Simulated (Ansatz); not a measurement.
# ZnO: the cost of one run

Method: DFT PBE, scalar-relativistic, plane waves, PAW, in Ansatz 0.2.0.

2 further runs of the same task are left out: 1 that didn't finish, 1 set aside as unsound or not needed.

## (1) Starting point

Symmetry: P4_2/mnm, No. 136, tetragonal system. The conventional cell has a = 5.608 Å, b = 5.608 Å, c = 3.280 Å, α = 90.00°, β = 90.00°, γ = 90.00°. Zn (site symmetry m2m) has 4 O at 1.97 to 2.04 Å as nearest neighbours. Around O (site symmetry m2m) lie 4 Zn at 1.97 to 2.04 Å.

Structure file:

```xyz
8
Lattice="5.6076 0.0000 0.0000 0.0000 5.6076 0.0000 0.0000 0.0000 3.2799" Properties=species:S:1:pos:R:3 pbc="T T T"
Zn    1.0193    1.0193    1.6400
Zn    4.5883    4.5883    1.6400
Zn    3.8231    1.7845    0.0000
Zn    1.7845    3.8231    0.0000
O     4.5892    1.0184    1.6400
O     1.0184    4.5892    1.6400
O     3.8222    3.8222    0.0000
O     1.7854    1.7854    0.0000
```

It is the end of an earlier relaxation with the same method, from a generated guess; it is a trial structure. At a tolerance of 0.02 Å it has space group P4_2/mnm (No. 136); it has 12.89 Å³/atom, an uncorrected energy of -1.40 eV/atom over the elements and, on its mesh, gap 0.76 eV.

## (2) The cell scaled to 0.97 of its volume

input.yaml

```yaml
crystal:
  lattice:
    - [5.5509774617, 0.0, 0.0]
    - [0.0, 5.5509774617, 0.0]
    - [0.0, 0.0, 3.246801055]
  atoms:
    - { symbol: Zn, position: [0.1817697571, 0.1817697571, 0.5] }
    - { symbol: Zn, position: [0.8182302429, 0.8182302429, 0.5] }
    - { symbol: Zn, position: [0.6817697571, 0.3182302429, 0.0] }
    - { symbol: Zn, position: [0.3182302429, 0.6817697571, 0.0] }
    - { symbol: O, position: [0.8183892359, 0.1816107641, 0.5] }
    - { symbol: O, position: [0.1816107641, 0.8183892359, 0.5] }
    - { symbol: O, position: [0.6816107641, 0.6816107641, 0.0] }
    - { symbol: O, position: [0.3183892359, 0.3183892359, 0.0] }
basis:
  ecutwfc: 420
kpoints:
  mp_grid: { grid: [6, 6, 8] }
hamiltonian:
  xc: pbe
scf:
  occupations: { method: gaussian, width: 0.02 }
output:
  forces: true
  stress: true
  eigenvalues: true
relax:
  adjacent_minimum: "off"
  f_tol: 0.01
  max_steps: 30
  cell: { stress_tol: 0.1, fix: [volume] }
```

The run is started by

```console
$ ansatz run input.yaml --threads 1 --pin off --max-ram 2560MiB --backend cpu --events-out ev --progress --plain --runs-dir out
```

**Question.** How long does this run take on 1 thread of Arm Neoverse V1, shared host, and how much memory does it need?

About 69 s, with a peak of 0.46 GiB.
